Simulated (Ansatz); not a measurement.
La under changes of volume

One of the cells (36.962 Å³/atom); the others are scaled copies at fixed shape and fractional positions:

```
La
1.0
     3.75000    0.00000    0.00000
    -1.87500    3.24760    0.00000
     0.00000    0.00000    6.07000
La
2
Direct
  0.66667 0.33333 0.75000
  0.33333 0.66667 0.25000
```

This isn't the form of La at room conditions, which is double hcp.

```yaml
Program: Ansatz 0.2.0
Functional: PBE
Potentials_or_basis: SPMS NC
Cutoff: "490 eV (not typed: the program's choice for these potentials)"
k_mesh: 8 × 8 × 5
Occupations: fermi-dirac, width 0.05 eV
Spin: no spin polarisation
```

```tsv
volume (Å³/atom)	energy over the lowest point (meV/atom)	pressure (GPa)
34.744	25.24	2.6
35.483	14.89	1.9
36.222	?	?
36.962	2.36	0.8
37.701	0.00	0.2
38.440	0.08	-0.3
39.179	2.43	-0.7
```

Q: What does the run at 36.222 Å³/atom give?

A: Energy over the lowest point 7.30 meV/atom; pressure 1.4 GPa.

Worked out: A Birch-Murnaghan fit of order 3 (a polynomial in V^(-2/3)) to the other rows has its minimum at 38.05 Å³/atom with B0 = V·E''(V) = 26 GPa (rough, since the energies scatter) at fixed shape and positions, which overstates the stiffness. It gives 7.30 meV/atom at 36.222 Å³/atom, against the run's 7.30, and -dE/dV = 1.4 GPa, against 1.4.

Energies are extrapolated to zero smearing.
